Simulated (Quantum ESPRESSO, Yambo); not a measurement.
# GaP (F-43m): G0W0 with Yambo, start to end, part 2 of 3

Aim: the G0W0 gap of GaP (F-43m) on PBE, step by step.

Quantum ESPRESSO 7.5 and Yambo 5.3.0; PBE and many-body steps on it, plane waves. Known limits of the many-body steps: not at the basis limit; exchange with frozen shells missing; no spin-orbit coupling; coarse k mesh.

So far. Step 2 (Ground state): The gap is indirect, with the least direct gap 0.16 eV higher. Step 3 (Bands along the symmetry lines): The gap is 1.593 eV, −0.060 eV from the run before at this level.

**4. Empty states on the mesh, 4×4×4 mesh, 100 bands**

Level of this step: DFT, PBE, plane waves, norm-conserving pseudopotentials (Quantum ESPRESSO).

The sums over transitions need many empty states on a uniform mesh; this step solves for them.

pw.in

```
&control
  calculation = 'nscf'
  prefix = 'x'
  outdir = 'o'
  pseudo_dir = 'pseudo'
/
&system
  ibrav = 0
  nat = 2
  ntyp = 2
  ecutwfc = 72.0
  nbnd = 100
  force_symmorphic = .true.
/
&electrons
  conv_thr = 1e-9
  electron_maxstep = 80
  diago_full_acc = .true.
  diago_thr_init = 5e-6
/
ATOMIC_SPECIES
  Ga 69.723 Ga.upf
  P 30.974 P.upf
CELL_PARAMETERS angstrom
  0.0000000000 2.7252500000 2.7252500000
  2.7252500000 0.0000000000 2.7252500000
  2.7252500000 2.7252500000 0.0000000000
ATOMIC_POSITIONS crystal
  Ga 0.0000000000 0.0000000000 0.0000000000
  P 0.2500000000 0.2500000000 0.2500000000
K_POINTS automatic
  4 4 4 0 0 0
```

Run with:

```bash
$ OMP_NUM_THREADS=1 mpirun -n 4 pw.x -nk 4 -in pw.in > pw.out
```

What it wrote:

```text
[banner, memory and clock lines left out]
Program PWSCF v.7.5 starts

     Atomic positions and unit cell read from directory:
     o/x.save/

     Message from routine setup:
     using ibrav=0 with symmetry is DISCOURAGED, use correct ibrav instead

     G-vector sticks info

     bravais-lattice index     =            0
     lattice parameter (alat)  =       7.2832  a.u.
     unit-cell volume          =     273.1780 (a.u.)^3
     number of atoms/cell      =            2
     number of atomic types    =            2
     number of electrons       =        18.00
     number of Kohn-Sham states=          100
     kinetic-energy cutoff     =      72.0000  Ry
     charge density cutoff     =     288.0000  Ry
     Exchange-correlation= PBE
                           (   1   4   3   4   0   0   0)

     celldm(1)=   7.283166  celldm(2)=   0.000000  celldm(3)=   0.000000
     celldm(4)=   0.000000  celldm(5)=   0.000000  celldm(6)=   0.000000

     crystal axes: (cart. coord. in units of alat)
               a(1) = (   0.000000   0.707107   0.707107 )
               a(2) = (   0.707107   0.000000   0.707107 )
               a(3) = (   0.707107   0.707107   0.000000 )

     reciprocal axes: (cart. coord. in units 2 pi/alat)
               b(1) = ( -0.707107  0.707107  0.707107 )
               b(2) = (  0.707107 -0.707107  0.707107 )
               b(3) = (  0.707107  0.707107 -0.707107 )
     Pseudo is Norm-conserving + core correction, Zval = 13.0
     Generated using ONCVPSP code by D. R. Hamann
     Using radial grid of 1902 points,  6 beta functions with:
     Pseudo is Norm-conserving + core correction, Zval =  5.0
     Generated using ONCVPSP code by D. R. Hamann
     Using radial grid of 1298 points,  6 beta functions with:
     Ga               13.00    69.72300     Ga( 1.00)
     P                 5.00    30.97400     P ( 1.00)

     24 Sym. Ops. (no inversion) found

   Cartesian axes

     site n.     atom                  positions (alat units)
         1        Ga     tau(   1) = (   0.0000000   0.0000000   0.0000000  )
         2        P      tau(   2) = (   0.3535534   0.3535534   0.3535534  )

     number of k points=     8
                       cart. coord. in units 2pi/alat
        k(    1) = (   0.0000000   0.0000000   0.0000000), wk =   0.0312500
        k(    2) = (   0.1767767   0.1767767  -0.1767767), wk =   0.2500000
        k(    3) = (  -0.3535534  -0.3535534   0.3535534), wk =   0.1250000
[...]
k(    7) = (  -0.7071068   0.0000000   0.0000000), wk =   0.0937500
        k(    8) = (  -0.7071068   0.3535534   0.0000000), wk =   0.1875000

     Dense  grid:    22419 G-vectors     FFT dimensions: (  40,  40,  40)

     The potential is recalculated from file :
     o/x.save/charge-density

     Starting wfcs are   13 randomized atomic wfcs +   87 random wfcs

     Band Structure Calculation

     End of band structure calculation

          k = 0.0000 0.0000 0.0000 (  2741 PWs)   bands (ev):

    -6.9526  -6.9526  -6.9526  -6.8555  -6.8555  -4.8744   7.6196   7.6196
     7.6196   9.4365  11.5066  11.5066  11.5066  16.4298  17.3469  17.3469
    20.0728  20.0728  20.0728  23.4596  31.8376  31.8376  31.8376  34.7532
[...]
96.1985  96.1985  97.8005  97.8005

          k = 0.1768 0.1768-0.1768 (  2809 PWs)   bands (ev):

[...]
97.3081  97.3081  97.5442  97.8661

          k =-0.3536-0.3536 0.3536 (  2824 PWs)   bands (ev):

[...]
81.9846  81.9846  83.8284  84.5914  88.6178  88.6178  90.2492  92.1452
    92.3080  92.3080  92.5955  93.8737  93.8737  94.1894  94.5746  94.5746
    98.0787  98.5494  98.5494  99.2455

          k = 0.3536 0.0000 0.0000 (  2826 PWs)   bands (ev):

     [... further k-points ...]

     highest occupied, lowest unoccupied level (ev):     7.6196    9.2722

     XML data file, pseudopotentials, collected wavefunctions
```

Run time: 4.7 s. Hardware: 4 MPI ranks of Arm Neoverse V1, shared host; peak memory 0.28 GiB; 19 s of CPU time.

Numbers from this step:

| Item | Value |
| --- | --- |
| gap | 1.653 eV |
| k of the valence top | 0, 0, 0 |
| k of the conduction bottom | 0, -0.5, -0.5 |
| least direct gap | 1.817 eV |
| k points computed | 8 |
| lowest point of the top converged band, above the valence top | 88.9156 eV |

On this mesh the gap is 1.653 eV.

**5. Conversion and set-up**

This step: Yambo 5.3.0; conversion and set-up on PBE, plane waves, norm-conserving pseudopotentials.

The states are converted to the many-body program's format and the q mesh is built.

Run with:

```bash
$ (cd o/x.save; p2y > p2y.log; mv SAVE ../..); yambo > setup.log
```

What it wrote:

```text
 Yambo, version 5.3.0

 [02] CORE Variables Setup
 =========================

  [02.01] Unit cells
  ==================

  Cell kind             :  FCC
  Atoms in the cell     :  Ga  P
  number of Ga atoms    :  1
  number of P  atoms    :  1

  List of atomic masses
  Mass of Ga    :  69.72300
  Mass of P     :  30.97400

  List of atomic coordinates    : [cc]
  Ga1       :  0.000000  0.000000  0.000000  order 1
  P1       :  2.574988  2.574988  2.574988  order 2

  Alat factors          :  5.149976  5.149976  5.149976 [a.u.]
  Direct lattice volume :  273.1780 [a.u.]
  Direct lattice vectors:  A[ 1 ]  A[ 2 ]  A[ 3 ]
   A[ 1 ]:  0.000000  1.000000  1.000000  [iru]
   0.000000  5.149976  5.149976  [cc]
   A[ 2 ]:  1.000000  0.000000  1.000000  [iru]
   5.149976  0.000000  5.149976  [cc]
   A[ 3 ]:  1.000000  1.000000  0.000000  [iru]
   5.149976  5.149976  0.000000  [cc]

  Recip. lattice volume :  0.908017 [a.u.]
  Recip. lattice vectors:  B[ 1 ]  B[ 2 ]  B[ 3 ]
   B[ 1 ]: -0.500000  0.500000  0.500000  [iku]
  -0.610021  0.610021  0.610021  [cc]
   B[ 2 ]:  0.500000 -0.500000  0.500000  [iku]
   0.610021 -0.610021  0.610021  [cc]
   B[ 3 ]:  0.500000  0.500000 -0.500000  [iku]
   0.610021  0.610021 -0.610021  [cc]

  [02.02] Symmetries
  ==================

  Inversion symmetry    : yes
  Spatial inversion     : no
  Inversion index       :  25
  K-space Time-reversal : yes
  Magnetic symmetries   : no
  Time-reversal derived K-space symmetries:   25   48
  Group table correct   : yes
  Symmetries units      :  [cc]

   [S  1]:   1.0000      0.28077E-16  0.28077E-16  0.28077E-16   1.0000     -0.28077E-16 -0.28077E-16 -0.28077E-16   1.0000
   [S  2]:  -1.0000     -0.28077E-16  0.28077E-16 -0.28077E-16  -1.0000     -0.28077E-16  0.28077E-16  0.28077E-16   1.0000
   [S  3]:  -1.0000      0.28077E-16 -0.28077E-16 -0.28077E-16   1.0000      0.28077E-16  0.28077E-16 -0.28077E-16  -1.0000
[...]
[S  9]:  0.28077E-16   1.0000      0.28077E-16 -0.28077E-16  0.28077E-16   1.0000       1.0000     -0.28077E-16 -0.28077E-16
   [S 10]:  0.28077E-16  -1.0000     -0.28077E-16 -0.28077E-16 -0.28077E-16  -1.0000       1.0000      0.28077E-16  0.28077E-16
     [... 36 further rows ...]
   [S*47]:   1.0000      0.28077E-16 -0.28077E-16  0.28077E-16 -0.28077E-16  -1.0000     -0.28077E-16   1.0000      0.28077E-16
   [S*48]:   1.0000     -0.28077E-16  0.28077E-16  0.28077E-16  0.28077E-16   1.0000     -0.28077E-16  -1.0000     -0.28077E-16

  [02.03] Reciprocal space
  ========================

  nG shells         :  260
  nG charge         :  22419
  nG WFs            :   3507
  nC WFs            :  2832
  G-vecs. in first 26 shells:  [ Number ]
     1    9   15   27   51   59   65   89  113
    137   169   181   229   259   283   307   331   339
    387   411   459   531   537   561   609   645
  ...
  Shell energy in first 26 shells:  [ mHa ]
[...]
Grid dimensions      :   4   4   4
  K lattice UC volume  :  0.014188 [a.u.]

  IBZ K-points                                      :   8
  BZ  K-points                                      :   64

  K/Q-points units:
  rlu = crystal or reduced units; cc = cartesian coordinates; iku = interal k-units

  K [1]          [rlu]:  0.000000  0.000000  0.000000
         WF components:  2741
  K [2]          [rlu]:  0.24132E-17  0.24132E-17  0.25000
         WF components:  2809
  K [3]          [rlu]: -0.48265E-17 -0.48265E-17 -0.50000
         WF components:  2824
  K [4]          [rlu]:  0.17252E-17  0.25000      0.25000
         WF components:  2826
  K [5]          [rlu]:  0.10504E-16  0.25000     -0.50000
         WF components:  2816
  [... 2 further k-points ...]
  K [8]          [rlu]:  0.250000 -0.500000 -0.250000
         WF components:  2832

  [02.05] Energies & Occupations
  ==============================

  [X] === General ===
  [X] Electronic Temperature                        :  0.000000  0.000000 [eV K]
  [X] Bosonic    Temperature                        :  0.000000  0.000000 [eV K]
  [X] Finite Temperature mode                       : no
  [X] El. density                                   :  0.44466E+24 [cm-3]
  [X] Fermi Level                                   :  7.619618 [eV]

  [X] === Gaps and Widths ===
  [X] Conduction Band Min                           :  1.652582 [eV]
  [X] Valence Band Max                              :  0.000000 [eV]
  [X] Filled Bands                                  :   9
  [X] Empty Bands                                   :   10  100
  [X] Direct Gap                                    :  1.816923 [eV]
  [X] Direct Gap localized at k                     :  1
  [X] Indirect Gap                                  :  1.652582 [eV]
  [X] Indirect Gap between kpts                     :   1   7
  [X] Last valence band width                       :  3.419614 [eV]
  [X] 1st conduction band width                     :  3.049489 [eV]

  E @ K [1]:  [eV]
   -14.572      -14.572      -14.572      -14.475      -14.475      -12.494     -0.13578E-08 -0.54357E-09
[...]
occ @ K [1]
[...]
E @ K [2]:  [eV]
[...]
occ @ K [2]
[...]
E @ K [3]:  [eV]
[...]
occ @ K [3]
[...]
E @ K [4]:  [eV]
[...]
occ @ K [4]
[...]
E @ K [5]:  [eV]
[...]
occ @ K [5]
[...]
[... 2 further k-points ...]
  E @ K [8]:  [eV]
[...]
occ @ K [8]
[...]
2.000000  0.000000  0.000000  0.000000  0.000000  0.000000  0.000000  0.000000
   0.000000  0.000000  0.000000  0.000000  0.000000  0.000000  0.000000  0.000000

 [03] Transferred momenta grid and indexing
 ==========================================

 IBZ Q-points                                      :   8
 BZ  Q-points                                      :   64

 K/Q-points units:
 rlu = crystal or reduced units; cc = cartesian coordinates; iku = interal k-units

 Q [1]          [rlu]:  0.000000  0.000000  0.000000
 Q [2]          [rlu]: -0.25926E-17 -0.25926E-17  0.25000
 Q [3]          [rlu]:  0.51853E-17  0.51853E-17 -0.50000
[...]
Q [7]          [rlu]: -0.34504E-17 -0.50000     -0.50000
 Q [8]          [rlu]:  0.250000 -0.500000 -0.250000

  [03.01] X indexes
  =================

   [03.01.01] Sigma indexes
   ========================

 [06] Game Over & Game summary
```

The job ended after 2.4 s (1 MPI rank; peak memory 0.24 GiB).

(Continued in part 3 of 3.)

[Paths, hosts, dates, memory and timing lines, banners, echoed tables and standing remarks are left out of the program output.]

[Logs are printed without paths, hosts, clocks, repeated set-up lines and the standing remarks that a program may print on its own settings, such as how far it seeks lower states.]

[Runs of the session that timed out or met a known fault of the program may be left out.]

[Hosts, paths, dates, database ids (printed as entryN), source tags and the programs' standing remarks are cut or masked in the printed files.]
